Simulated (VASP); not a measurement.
# K (Im-3m) in VASP: notebook, part 2 of 2

VASP 6.6.1. The steps go on from the part before.

### 4 Single point, r2SCAN

INCAR reads:

```
SYSTEM = K
ADDGRID = .False.
ALGO = Normal
EDIFF = 1E-6
ENCUT = 300
ISIF = 2
ISMEAR = -1
LASPH = .True.
LCHARG = .False.
LMIXTAU = .True.
LREAL = .False.
LWAVE = .False.
METAGGA = R2SCAN
NBANDS = 10
NELM = 100
PREC = Accurate
SIGMA = 0.15
```

KPOINTS reads:

```
k-points
0
Gamma
  4 4 4
  0 0 0
```

POSCAR reads:

```
K
1.0
   -2.6491090000      2.6630490000      2.6437420000
    2.6773590000     -2.6874940000      2.6964360000
    2.7342160000      2.7726000000     -2.6681870000
K
1
Direct
   -0.0060180000      0.0074470000      0.0002300000
```

Potentials or basis: VASP PAW PBE potentials, release 64 (K_pv).

Run with:

```bash
> cat potpaw_PBE.64/K_pv/POTCAR > POTCAR
> mpirun -np 1 vasp_std > vasp.out
```

OUTCAR:

```text
SYSTEM = K
   EDIFF = 1E-6
   ENCUT = 300
   ISIF = 2
   ISMEAR = -1
   LASPH = .True.
   LREAL = .False.
   METAGGA = R2SCAN
   NELM = 100
   PREC = Accurate

 Found     36 irreducible k-points:

 Following reciprocal coordinates:
            Coordinates               Weight
  0.000000  0.000000  0.000000      1.000000
  0.250000  0.000000 -0.000000      2.000000
  0.500000  0.000000 -0.000000      1.000000
  0.000000  0.250000  0.000000      2.000000
  0.250000  0.250000 -0.000000      2.000000
[... 152 lines left out ...]

 [... further k-points ...]

------------------------ aborting loop because EDIFF is reached ----------------------------------------

  FORCE on cell =-STRESS in cart. coord.  units (eV):
  Direction    XX          YY          ZZ          XY          YZ          ZX
  --------------------------------------------------------------------------------------
  -------------------------------------------------------------------------------------
  Total       -0.0096266     -0.0103632     -0.0008726     -0.0136457      0.0019356     -0.0023963
  in kB       -0.1964314     -0.2114609     -0.0178053     -0.2784410      0.0394961     -0.0488958
  external PRESSURE =      -0.1418992 kB  Pullay stress =       0.0000000 kB

 VOLUME and BASIS-vectors are now :
 -----------------------------------------------------------------------------
  energy-cutoff  :      300.00
  volume of cell :       78.52
      direct lattice vectors                 reciprocal lattice vectors
    -2.649109000  2.663049000  2.643742000    -0.003889548  0.184877607  0.188126541
     2.677359000 -2.687494000  2.696436000     0.183848792 -0.002040834  0.186277758
     2.734216000  2.772600000 -2.668187000     0.181941348  0.181121382 -0.000133391

 POSITION                                       TOTAL-FORCE (eV/Angst)
 -----------------------------------------------------------------------------------
     -2.61260      2.62765      2.64730         0.000000      0.000000     -0.000000
 -----------------------------------------------------------------------------------
    total drift:                                0.000028     -0.000042     -0.000080

  FREE ENERGIE OF THE ION-ELECTRON SYSTEM (eV)
  ---------------------------------------------------
  free  energy   TOTEN  =        -5.9723974091 eV

  energy  without entropy=       -5.8887544804  energy(sigma->0) =       -5.93057594
```

OSZICAR:

```text
N       E                     dE             d eps       ncg     rms          rms(c)
DAV:   1     0.596873528061E+01    0.59687E+01   -0.24551E+03   744   0.325E+02
DAV:   2    -0.642387270469E+01   -0.12393E+02   -0.12294E+02   812   0.779E+01
DAV:   3    -0.655959153913E+01   -0.13572E+00   -0.13561E+00  1000   0.759E+00
DAV:   4    -0.656008555464E+01   -0.49402E-03   -0.49400E-03   882   0.435E-01
[... 18 lines left out ...]
DAV:  23    -0.597241418805E+01    0.42967E-05   -0.60182E-07   752   0.497E-03    0.175E-02
DAV:  24    -0.597239399858E+01    0.20189E-04   -0.15238E-05   720   0.226E-02    0.910E-03
DAV:  25    -0.597239671643E+01   -0.27178E-05   -0.13561E-06   784   0.667E-03    0.728E-03
DAV:  26    -0.597239775905E+01   -0.10426E-05   -0.18942E-07   744   0.391E-03    0.599E-03
DAV:  27    -0.597239740913E+01    0.34992E-06   -0.82678E-07   720   0.734E-03
   1 F= -.59723974E+01 E0= -.59305759E+01  d E =-.836429E-01
```

It took 69 s on 1 thread of Intel Xeon Platinum 8559C (Emerald Rapids), shared host; peak memory 0.16 GiB.

These settings aren't checked as converged: the numbers below hold their error.

What came out:

| Quantity | Value |
| --- | --- |
| Free energy | -5.9724 eV |
| Pressure | 0.0 GPa |
| Band gap on the k mesh | none (metal or under the smearing width) |

Caveat: the k mesh is coarse (spacing up to 0.41 Å⁻¹), so the values aren't converged; the PAW data sets were made with another functional, which shifts forces and pressure a little.

### 5 Single point, r2SCAN

Edit INCAR of step 4 so:

```diff
@@ -4,3 +4,3 @@
 EDIFF = 1E-6
-ENCUT = 300
+ENCUT = 550
 ISIF = 2
```

KPOINTS reads:

```
k-points
0
Gamma
  3 3 3
  0 0 0
```

POSCAR reads:

```
K
1.0
   -2.6975585167      2.6975585167      2.6975585167
    2.6975585167     -2.6975585167      2.6975585167
    2.6975585167      2.6975585167     -2.6975585167
K
1
Direct
    0.0000000000      0.0000000000      0.0000000000
```

Run with:

```bash
> cat potpaw_PBE.64/K_pv/POTCAR > POTCAR
> mpirun -np 1 vasp_std > vasp.out
```

Wall time 20 s (1 thread of Intel Xeon Platinum 8559C (Emerald Rapids), shared host); peak memory 0.2 GiB.

The run converged, but some of its settings lie outside the range that counts as converged, so its numbers aren't taken as properties of the crystal.

What came out:

```yaml
Free_energy: -6.0878 eV
Pressure: -0.2 GPa
Band_gap_on_the_k_mesh: none (metal or under the smearing width)
```

Caveat: the k mesh is coarse (spacing up to 0.55 Å⁻¹), so the values aren't converged; the PAW data sets were made with another functional, which shifts forces and pressure a little.

### 6 Single point, r2SCAN

INCAR is that of step 5.

KPOINTS is that of step 5.

POSCAR reads:

```
K
1.0
   -2.6491090000      2.6630490000      2.6437420000
    2.6773590000     -2.6874940000      2.6964360000
    2.7342160000      2.7726000000     -2.6681870000
K
1
Direct
   -0.0060180000      0.0074470000      0.0002300000
```

Potentials or basis: VASP PAW PBE potentials, release 64 (K_pv).

Run with:

```bash
> cat potpaw_PBE.64/K_pv/POTCAR > POTCAR
> mpirun -np 1 vasp_std > vasp.out
```

It took 55 s on 1 thread of Intel Xeon Platinum 8559C (Emerald Rapids), shared host; peak memory 0.21 GiB.

The run converged, but some of its settings lie outside the range that counts as converged, so its numbers aren't taken as properties of the crystal.

What came out:

- Free energy: -6.0867 eV
- Pressure: -0.2 GPa
- Band gap on the k mesh: none (metal or under the smearing width)

Caveat: the k mesh is coarse (spacing up to 0.55 Å⁻¹), so the values aren't converged; the PAW data sets were made with another functional, which shifts forces and pressure a little.
